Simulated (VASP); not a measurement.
# Cu (Fm-3m) in VASP: notebook

The runs below take Cu through relaxation of cell and atoms, with LDA, r2SCAN, PBEsol.

All numbers are computed with VASP 6.6.1; they aren't measurements. Logs are shortened: lines on timing, memory, paths and dates and some standing lists are left out, and cuts for length are marked.

## Step 1: Starting point

The structure is cubic, space group Fm-3m (No. 225). The conventional cell has a = 3.524 Å, b = 3.524 Å, c = 3.524 Å, α = 90.00°, β = 90.00°, γ = 90.00°. Around Cu (site symmetry m-3m) lie 12 Cu at 2.49 Å.

## Step 2: Relaxation of cell and atoms, LDA

INCAR

```
SYSTEM = Cu
PREC = Accurate
ENCUT = 600
EDIFF = 1E-7
ISMEAR = 1
SIGMA = 0.1
LREAL = .FALSE.
LASPH = .TRUE.
NELM = 80
ALGO = Normal
ISIF = 3
LWAVE = .FALSE.
LCHARG = .FALSE.
GGA = CA
IBRION = 2
NSW = 90
EDIFFG = -0.005
```

KPOINTS

```
Automatic mesh
0
G
  22 22 22
  0 0 0
```

POSCAR

```
Cu                                      
1.0
    0.0000000000      1.7620777927      1.7620777927
    1.7620777927      0.0000000000      1.7620777927
    1.7620777927      1.7620777927     -0.0000000000
  Cu            
     1
Direct
     0.0000000000000000    0.0000000000000000    0.0000000000000000
```

Potentials or basis: VASP PAW LDA potentials, release 64 (Cu).

Started as:

```bash
cat potpaw_LDA.64/Cu/POTCAR > POTCAR
mpirun -np 1 vasp_std > vasp.out
```

OUTCAR:

```text
SYSTEM = Cu
   PREC = Accurate
   ENCUT = 600
   EDIFF = 1E-7
   ISMEAR = 1
   LREAL = .FALSE.
   LASPH = .TRUE.
   NELM = 80
   ISIF = 3
   GGA = CA
   IBRION = 2
   NSW = 90
   EDIFFG = -0.005

 ion  position               nearest neighbor table
   1  0.000  0.000  0.000-

  LATTYP: Found a face centered cubic cell.
 ALAT       =     3.5241555854

  Lattice vectors:

 A1 = (   0.0000000000,   1.7620777927,   1.7620777927)
 A2 = (   1.7620777927,   0.0000000000,   1.7620777927)
 A3 = (   1.7620777927,   1.7620777927,   0.0000000000)

Analysis of symmetry for initial positions (statically):
=====================================================================
 Subroutine PRICEL returns:
 Original cell was already a primitive cell.

 Routine SETGRP: Setting up the symmetry group for a
 face centered cubic supercell.

 Subroutine GETGRP returns: Found 48 space group operations
 (whereof 48 operations were pure point group operations)
 out of a pool of 48 trial point group operations.

The static configuration has the point symmetry O_h .

Analysis of symmetry for dynamics (positions and initial velocities):
=====================================================================
 Subroutine PRICEL returns:
 Original cell was already a primitive cell.

 Routine SETGRP: Setting up the symmetry group for a
 face centered cubic supercell.

 Subroutine GETGRP returns: Found 48 space group operations
 (whereof 48 operations were pure point group operations)
 out of a pool of 48 trial point group operations.

The dynamic configuration has the point symmetry O_h .

 Subroutine INISYM returns: Found 48 space group operations
 (whereof 48 operations are pure point group operations),
 and found     1 'primitive' translations

----------------------------------------------------------------------------------------

                                     Primitive cell

  volume of cell :      10.9422

  direct lattice vectors                    reciprocal lattice vectors
     0.000000000  1.762077793  1.762077793    -0.283755917  0.283755917  0.283755917
     1.762077793  0.000000000  1.762077793     0.283755917 -0.283755917  0.283755917
     1.762077793  1.762077793  0.000000000     0.283755917  0.283755917 -0.283755917

  length of vectors
     2.491954312  2.491954312  2.491954312     0.491479665  0.491479665  0.491479665

  position of ions in fractional coordinates (direct lattice)
     0.000000000  0.000000000  0.000000000
[... 76 lines left out ...]
   EDIFF  = 0.1E-06   stopping-criterion for ELM
   LREAL  =      F    real-space projection
   EDIFFG = -.5E-02   stopping-criterion for IOM
   NSW    =     90    number of steps for IOM
   IBRION =      2    ionic relax: 0-MD 1-quasi-New 2-CG
   NFREE  =      1    steps in history (QN), initial steepest desc. (CG)
   ISIF   =      3    stress and relaxation
   ISYM   =      2    0-nonsym 1-usesym 2-fastsym
   POTIM  = 0.5000    time-step for ionic-motion
   TEBEG  =    0.0;   TEEND  =   0.0 temperature during run
   PSTRESS=    0.0 pullay stress
   NELECT =      11.0000    total number of electrons
   NUPDOWN=      -1.0000    fix difference up-down
   EMIN   =  10.00;   EMAX   =-10.00  energy-range for DOS
   EFERMI =   0.00;   METHOD = LEGACY
   ISMEAR =     1;   SIGMA  =   0.10  broadening in eV -4-tet -1-fermi 0-gaus
   EFERMI_NEDOS =   21; number of points for ismear=-14 and -15
   IALGO  =     38    algorithm
   IMIX   =      4    mixing-type and parameters
     AMIX     =   0.40;   BMIX     =  1.00
     AMIX_MAG =   1.60;   BMIX_MAG =  1.00
  volume/ion in A,a.u.               =      10.94        73.84
  Fermi-wavevector in a.u.,A,eV,Ry     =   1.639975  3.099104 36.593129  2.689519
  Thomas-Fermi vector in A             =   2.730691
   LORBIT       =      0    0 simple, 1 ext, 2 COOP (PROOUT), +10 PAW based schemes
   GGA     = CA    functional components
   LHFCALC =     F    Hartree Fock is set to
   AEXX    =    0.0000 exact exchange contribution
   IVDW    =     0    specifies the selected vdW correction
   LEPSILON=     F    determine dielectric tensor
   LRPA    =     F    only Hartree local field effects (RPA)
 conjugate gradient relaxation of ions
 non-spin polarized calculation
 Methfessel and Paxton  Order N= 1 SIGMA  =   0.10
  energy-cutoff  :      600.00
  volume of cell :       10.94
 maximum number of plane-waves:       377
   NGX =  9   NGY =  9   NGZ =  9

 number of electron      11.0000001 magnetization

 Free energy of the ion-electron system (eV)
  ---------------------------------------------------
  ext. energy  EPLUGINS =         0.00000000
  ---------------------------------------------------
  free energy    TOTEN  =        -4.70898085 eV

  energy without entropy =       -4.70901435  energy(sigma->0) =       -4.70899202

 E-fermi :   8.3349     XC(G=0): -13.5546

 val. band max:        8.3015202633   @ k =   0.4545   0.2727   0.0000
 cond. band min:       8.3430476945   @ k =   0.5000   0.3182   0.1364
 fundamental gap:      0.0415274312
 Fermi energy:         8.3348801068

 k-point     1 :       0.0000    0.0000    0.0000
  band No.  band energies     occupation
      1      -1.6095      2.00000
      2       5.0182      2.00000
      3       5.0182      2.00000
      4       5.0182      2.00000
      5       5.9611      2.00000
      6       5.9611      2.00000
      7      31.6180      0.00000
      8      34.6979      0.00000
      9      34.6979      0.00000
[... 265 lines left out ...]
 k-point    24 :      -0.4545    0.0455    0.0000
  band No.  band energies     occupation
      1       2.7948      2.00000
      2       4.9632      2.00000
      3       5.0143      2.00000
      4       6.2118      2.00000
      5       6.5672      2.00000
      6       7.4167      2.00000
      7      12.7405      0.00000
      8      29.3638      0.00000
      9      30.8234      0.00000

 [... further k-points ...]
[... 5 lines left out ...]
  --------------------------------------------------------------------------------------
  -------------------------------------------------------------------------------------
  Total       -0.0005707     -0.0005707     -0.0005707      0.0000000     -0.0000000      0.0000000
  in kB       -0.0835615     -0.0835615     -0.0835615      0.0000000     -0.0000000      0.0000000
  external PRESSURE =      -0.0835615 kB  Pullay stress =       0.0000000 kB

 VOLUME and BASIS-vectors are now :
 -----------------------------------------------------------------------------
  energy-cutoff  :      600.00
  volume of cell :       10.94
      direct lattice vectors                 reciprocal lattice vectors
     0.000000000  1.762077793  1.762077793    -0.283755917  0.283755917  0.283755917
     1.762077793  0.000000000  1.762077793     0.283755917 -0.283755917  0.283755917
     1.762077793  1.762077793  0.000000000     0.283755917  0.283755917 -0.283755917

 POSITION                                       TOTAL-FORCE (eV/Angst)
 -----------------------------------------------------------------------------------
      0.00000      0.00000      0.00000        -0.000000     -0.000000      0.000000
 -----------------------------------------------------------------------------------
    total drift:                                0.000000      0.000000      0.000000

  FREE ENERGIE OF THE ION-ELECTRON SYSTEM (eV)
  ---------------------------------------------------
  free  energy   TOTEN  =        -4.7089808536 eV

  energy  without entropy=       -4.7090143509  energy(sigma->0) =       -4.70899202

 reached required accuracy - stopping structural energy minimisation
```

OSZICAR:

```text
N       E                     dE             d eps       ncg     rms          rms(c)
DAV:   1     0.374658065823E+02    0.37466E+02   -0.61767E+03  6097   0.238E+03
DAV:   2    -0.524488458125E+01   -0.42711E+02   -0.40767E+02  5953   0.208E+02
DAV:   3    -0.572005837746E+01   -0.47517E+00   -0.47344E+00  7080   0.319E+01
DAV:   4    -0.572358166787E+01   -0.35233E-02   -0.35228E-02  7262   0.244E+00
DAV:   5    -0.572362333960E+01   -0.41672E-04   -0.41671E-04  7007   0.206E-01    0.804E+00
DAV:   6    -0.508665187661E+01    0.63697E+00   -0.17473E+01  6226   0.103E+02    0.375E+00
DAV:   7    -0.472657290206E+01    0.36008E+00   -0.26099E+00  6309   0.399E+01    0.627E-01
DAV:   8    -0.471062489106E+01    0.15948E-01   -0.64315E-03  6865   0.144E+00    0.294E-01
DAV:   9    -0.470896684032E+01    0.16581E-02   -0.89165E-03  6615   0.208E+00    0.151E-02
DAV:  10    -0.470897876388E+01   -0.11924E-04   -0.23360E-05  6698   0.802E-02    0.616E-03
DAV:  11    -0.470898085689E+01   -0.20930E-05   -0.88289E-07  6550   0.203E-02    0.509E-04
DAV:  12    -0.470898085358E+01    0.33101E-08   -0.10876E-08  3690   0.206E-03
   1 F= -.47089809E+01 E0= -.47089920E+01  d E =-.470898E+01
```

Run time: 12 s. Hardware: 1 thread of Intel Xeon 6975P-C (Granite Rapids), shared host; peak memory 0.15 GiB.

Results:

```yaml
Free_energy: -4.7090 eV
Pressure_after_relaxing: 0.0 GPa
Band_gap_on_the_k_mesh: none (metal or under the smearing width)
```

Final structure:
```xyz
1
Lattice="0.0000 1.7621 1.7621 1.7621 0.0000 1.7621 1.7621 1.7621 0.0000" Properties=species:S:1:pos:R:3 pbc="T T T"
Cu    0.0000    0.0000    0.0000
```

Caveat: the relaxation stopped at its first step, so nothing moved.

## Step 3: Relaxation of cell and atoms, r2SCAN

This run uses another cell than the first one, of 11.81 Å³/atom, 1.079 times its volume.

INCAR

```
SYSTEM = Cu
PREC     = Accurate       ! precision mode
ENCUT    = 600            ! plane-wave cutoff, eV
EDIFF    = 1E-6           ! SCF threshold, eV
ISMEAR   = 1              ! smearing method
SIGMA    = 0.1            ! smearing width, eV
LREAL    = .False.        ! projectors in reciprocal space
LASPH    = .True.         ! aspherical terms in the spheres
NELM     = 80             ! most SCF steps
ALGO     = Normal         ! electronic algorithm
ISIF     = 3              ! what is computed and relaxed
LWAVE    = .False.        ! write WAVECAR
LCHARG   = .False.        ! write CHGCAR
METAGGA  = R2SCAN         ! meta-GGA
LMIXTAU  = .True.       
IBRION   = 2              ! ionic algorithm
NSW      = 90             ! ionic steps
EDIFFG   = -0.01          ! ionic threshold
```

KPOINTS

```
regular mesh
0
Gamma
  22 22 22
  0 0 0
```

POSCAR

```
Cu
1.0
    0.0000000000      1.8075000000      1.8075000000
    1.8075000000      0.0000000000      1.8075000000
    1.8075000000      1.8075000000      0.0000000000
Cu
1
Direct
    0.0000000000      0.0000000000      0.0000000000
```

Potentials or basis: VASP PAW PBE potentials, release 64 (Cu).

Started as:

```bash
cat potpaw_PBE.64/Cu/POTCAR > POTCAR
mpirun -np 1 vasp_std > vasp.out
```

Run time: 6 min. Hardware: 1 thread of Intel Xeon Platinum 8375C at 2.90GHz (Ice Lake), shared host; peak memory 0.17 GiB.

It converged, with:

```
Free energy                            : -10.8284 eV
Relaxed volume                         : 11.49 Å³/atom
Relaxed cell                           : a = 2.533 Å, b = 2.533 Å, c = 2.533 Å, α = 60.00°, β = 60.00°, γ = 60.00°
Space group after relaxing (to 0.05 Å) : Fm-3m (No. 225)
Energy gained by relaxing              : 4.3 meV/atom
Ionic steps                            : 3
Pressure after relaxing                : -0.1 GPa
Band gap on the k mesh                 : none (metal or under the smearing width)
```

Step by step:
```csv
step,energy change (eV),largest force (eV/Å),pressure (GPa),volume (Å³)
1,0.0000,0.0000,-4.25,11.81
2,-0.0024,0.0000,2.98,11.28
3,-0.0043,0.0000,-0.09,11.49
```

Final structure:
```
Cu
1.0
     0.00000    1.79097    1.79097
     1.79097    0.00000    1.79097
     1.79097    1.79097    0.00000
Cu
1
Direct
  0.00000 0.00000 0.00000
```

Levels at points of the mesh, in eV from the Fermi level:
| k point | band 2 | band 3 | band 4 | band 5 | band 6 | band 7 | band 8 | band 9 |
| --- | --- | --- | --- | --- | --- | --- | --- | --- |
| (0.00, 0.00, 0.00) | -3.22 | -3.22 | -3.22 | -2.37 | -2.37 | 23.62 | 26.87 | 26.87 |
| (0.50, 0.00, 0.00) | -3.27 | -3.27 | -1.75 | -1.75 | -1.12 | 4.12 | 22.11 | 23.59 |
| (0.50, 0.50, 0.00) | -4.72 | -1.79 | -1.59 | -1.59 | 1.57 | 7.64 | 13.99 | 13.99 |

Caveat: the PAW data sets were made with another functional, which shifts forces and pressure a little.

## Step 4: Relaxation of cell and atoms, r2SCAN

This run uses another cell than the first one, of 11.49 Å³/atom, 1.050 times its volume.

Edit INCAR of step 3 so:

```diff
@@ -3,3 +3,3 @@
 ENCUT    = 600            ! plane-wave cutoff, eV
-EDIFF    = 1E-6           ! SCF threshold, eV
+EDIFF    = 1E-7           ! SCF threshold, eV
 ISMEAR   = 1              ! smearing method
@@ -17,2 +17,2 @@
 NSW      = 90             ! ionic steps
-EDIFFG   = -0.01          ! ionic threshold
+EDIFFG   = -0.005         ! ionic threshold
```

KPOINTS is that of step 3.

POSCAR

```
Cu                                      
1.0
    0.0000000000      1.7909723938      1.7909723938
    1.7909723938     -0.0000000000      1.7909723938
    1.7909723938      1.7909723938      0.0000000000
  Cu            
     1
Direct
     0.0000000000000000    0.0000000000000000    0.0000000000000000
```

Started as:

```bash
cat potpaw_PBE.64/Cu/POTCAR > POTCAR
mpirun -np 1 vasp_std > vasp.out
```

It took 4.6 min on 1 thread of Intel Xeon Platinum 8375C at 2.90GHz (Ice Lake), shared host; peak memory 0.17 GiB.

Results (log left out):

```yaml
Free_energy: -10.8282 eV
Relaxed_volume: 11.48 Å³/atom
Relaxed_cell: a = 2.532 Å, b = 2.532 Å, c = 2.532 Å, α = 60.00°, β = 60.00°, γ = 60.00°
Space_group_after_relaxing_to_0.05_Å: Fm-3m (No. 225)
Energy_gained_by_relaxing: 0.0 meV/atom
Ionic_steps: 3
Pressure_after_relaxing: 0.0 GPa
Band_gap_on_the_k_mesh: none (metal or under the smearing width)
```

Final structure:
```cif
data_structure
_symmetry_space_group_name_H-M 'P 1'
_symmetry_Int_Tables_number 1
_cell_length_a 2.5324
_cell_length_b 2.5324
_cell_length_c 2.5324
_cell_angle_alpha 60.000
_cell_angle_beta 60.000
_cell_angle_gamma 60.000
_cell_volume 11.48
loop_
_atom_site_label
_atom_site_type_symbol
_atom_site_fract_x
_atom_site_fract_y
_atom_site_fract_z
_atom_site_occupancy
Cu1 Cu 0.00000 0.00000 0.00000 1
```

Levels at points of the mesh, in eV from the Fermi level:
```
           k point  band 2  band 3  band 4  band 5  band 6  band 7  band 8  band 9
(0.00, 0.00, 0.00)   -3.22   -3.22   -3.22   -2.37   -2.37   23.62   26.88   26.88
(0.50, 0.00, 0.00)   -3.27   -3.27   -1.75   -1.75   -1.13    4.12   22.11   23.60
(0.50, 0.50, 0.00)   -4.73   -1.79   -1.59   -1.59    1.57    7.64   14.00   14.00
```

Caveat: the PAW data sets were made with another functional, which shifts forces and pressure a little.

## Step 5: Relaxation of cell and atoms, PBEsol

This run uses another cell than the first one, of 11.81 Å³/atom, 1.079 times its volume.

INCAR

```
SYSTEM = Cu
  PREC = Accurate
  ENCUT = 600
  EDIFF = 1E-6
  ISMEAR = 1
  SIGMA = 0.1
  LREAL = .FALSE.
  LASPH = .TRUE.
  NELM = 80
  ALGO = Normal
  ISIF = 3
  LWAVE = .FALSE.
  LCHARG = .FALSE.
  GGA = PS
  IBRION = 2
  NSW = 90
  EDIFFG = -0.01
```

KPOINTS

```
regular mesh
0
G
  22 22 22
  0 0 0
```

POSCAR

```
Cu
1.0
    0.0000000000      1.8075000000      1.8075000000
    1.8075000000      0.0000000000      1.8075000000
    1.8075000000      1.8075000000      0.0000000000
Cu
1
Direct
    0.0000000000      0.0000000000      0.0000000000
```

Started as:

```bash
cat potpaw_PBE.64/Cu/POTCAR > POTCAR
mpirun -np 1 vasp_std > vasp.out
```

Run time: 67 s. Hardware: 1 thread of Intel Xeon Platinum 8488C (Sapphire Rapids), shared host; peak memory 0.17 GiB.

Results (log left out):

```
Free energy                            : -4.3100 eV
Relaxed volume                         : 11.36 Å³/atom
Relaxed cell                           : a = 2.524 Å, b = 2.524 Å, c = 2.524 Å, α = 60.00°, β = 60.00°, γ = 60.00°
Space group after relaxing (to 0.05 Å) : Fm-3m (No. 225)
Energy gained by relaxing              : 8.4 meV/atom
Ionic steps                            : 3
Pressure after relaxing                : -0.1 GPa
Band gap on the k mesh                 : none (metal or under the smearing width)
```

Step by step:
| step | energy change (eV) | largest force (eV/Å) | pressure (GPa) | volume (Å³) |
| --- | --- | --- | --- | --- |
| 1 | 0.0000 | 0.0000 | -5.75 | 11.81 |
| 2 | -0.0051 | 0.0000 | 4.13 | 11.10 |
| 3 | -0.0084 | 0.0000 | -0.06 | 11.36 |

Final structure:
```
Cu
1.0
     0.00000    1.78443    1.78443
     1.78443    0.00000    1.78443
     1.78443    1.78443    0.00000
Cu
1
Direct
  0.00000 0.00000 0.00000
```

Levels at points of the mesh, in eV from the Fermi level:
```
           k point  band 2  band 3  band 4  band 5  band 6  band 7  band 8  band 9
(0.00, 0.00, 0.00)   -3.13   -3.13   -3.13   -2.25   -2.25   22.90   25.82   25.82
(0.50, 0.00, 0.00)   -3.17   -3.17   -1.65   -1.65   -1.14    3.95   21.38   22.63
(0.50, 0.50, 0.00)   -4.62   -1.66   -1.50   -1.50    1.44    7.38   13.35   13.35
```

Caveat: the PAW data sets were made with another functional, which shifts forces and pressure a little.

## Step 6: Relaxation of cell and atoms, PBEsol

This run uses another cell than the first one, of 11.36 Å³/atom, 1.039 times its volume.

Edit INCAR of step 5 so:

```diff
@@ -3,3 +3,3 @@
   ENCUT = 600
-  EDIFF = 1E-6
+  EDIFF = 1E-7
   ISMEAR = 1
@@ -16,2 +16,2 @@
   NSW = 90
-  EDIFFG = -0.01
+  EDIFFG = -0.005
```

KPOINTS is that of step 5.

POSCAR

```
Cu                                      
1.0
    0.0000000000      1.7844276435      1.7844276435
    1.7844276435      0.0000000000      1.7844276435
    1.7844276435      1.7844276435     -0.0000000000
  Cu            
     1
Direct
     0.0000000000000000    0.0000000000000000    0.0000000000000000
```

Potentials or basis: VASP PAW PBE potentials, release 64 (Cu).

Started as:

```bash
cat potpaw_PBE.64/Cu/POTCAR > POTCAR
mpirun -np 1 vasp_std > vasp.out
```

Wall time 34 s (1 thread of Intel Xeon Platinum 8488C (Sapphire Rapids), shared host); peak memory 0.16 GiB.

Results (log left out):

```yaml
Free_energy: -4.3099 eV
Pressure_after_relaxing: 0.0 GPa
Band_gap_on_the_k_mesh: none (metal or under the smearing width)
```

Final structure:
```cif
data_structure
_symmetry_space_group_name_H-M 'P 1'
_symmetry_Int_Tables_number 1
_cell_length_a 2.5236
_cell_length_b 2.5236
_cell_length_c 2.5236
_cell_angle_alpha 60.000
_cell_angle_beta 60.000
_cell_angle_gamma 60.000
_cell_volume 11.36
loop_
_atom_site_label
_atom_site_type_symbol
_atom_site_fract_x
_atom_site_fract_y
_atom_site_fract_z
_atom_site_occupancy
Cu1 Cu 0.00000 0.00000 0.00000 1
```

Levels at points of the mesh, in eV from the Fermi level:
```csv
k point,band 3,band 4,band 5,band 6,band 7,band 8,band 9
"(0.00, 0.00, 0.00)",-3.13,-3.13,-2.25,-2.25,22.90,25.82,25.82
"(0.50, 0.00, 0.00)",-3.17,-1.65,-1.65,-1.14,3.95,21.38,22.63
"(0.50, 0.50, 0.00)",-1.66,-1.50,-1.50,1.44,7.38,13.35,13.35
```

Caveat: the relaxation stopped at its first step, so nothing moved; the PAW data sets were made with another functional, which shifts forces and pressure a little.

## Step 7: Overview

| level | potentials or basis | gap on the mesh (eV) | pressure (GPa) |
| --- | --- | --- | --- |
| LDA | VASP PAW LDA potentials, release 64 (Cu) | none | 0.0 |
| r2SCAN | VASP PAW PBE potentials, release 64 (Cu) | none | 0.0 |
| PBEsol | VASP PAW PBE potentials, release 64 (Cu) | none | 0.0 |

Alike in all rows: task relaxation of cell and atoms; no spin polarisation; cell relaxed; k mesh 22 × 22 × 22; cutoff (eV) 600; smearing methfessel-paxton 0.1 eV.

Caveats: the relaxation stopped at its first step, so nothing moved (some runs); the PAW data sets were made with another functional, which shifts forces and pressure a little (some runs).

Absolute energies hang on the potentials; compare differences alone.
